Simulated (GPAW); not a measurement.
The system is AlRu.

```
CELL_PARAMETERS angstrom
2.99160 0.00000 0.00000
0.00000 2.99160 0.00000
0.00000 0.00000 2.99160
ATOMIC_POSITIONS crystal
Ru 0.50000 0.50000 0.50000
Al 0.00000 0.00000 0.00000
```

```yaml
Program: GPAW 26.7.0
Task: single point
Functional: PBEsol
Potentials_or_basis: PAW data sets generated in the run's folder for this functional
Cutoff: 600 eV
Basis: pw
k_mesh: 9 × 9 × 9
Occupations: fermi-dirac, width 0.05 eV
Spin: no spin polarisation
```

On this cell: pressure -2.6 GPa; largest force zero by symmetry; band gap on the k mesh none (metal or under the smearing width).

The same run follows on a disturbed copy (atoms moved at random, drawn with an rms of 0.05 Å):

```
Ru Al
1.0
     2.99160    0.00000    0.00000
     0.00000    2.99160    0.00000
     0.00000    0.00000    2.99160
Ru Al
1 1
Direct
  0.49700 0.51102 0.48780
  0.99568 0.99117 0.01002
```

Q: What does the disturbed cell give?

A: The energy (extrapolated to zero smearing) moves by +15.6 meV/atom; pressure -2.0 GPa; largest force 0.701 eV/Å; band gap on the k mesh none (metal or under the smearing width).

Forces in eV/Å, atoms in the order of the input:
```
Ru  -0.032 -0.467  0.522
Al   0.032  0.467 -0.522
```

Stress tensor (GPa, compression positive):
```
-1.73  0.04 -0.04
 0.04 -2.03 -0.62
-0.04 -0.62 -2.10
```
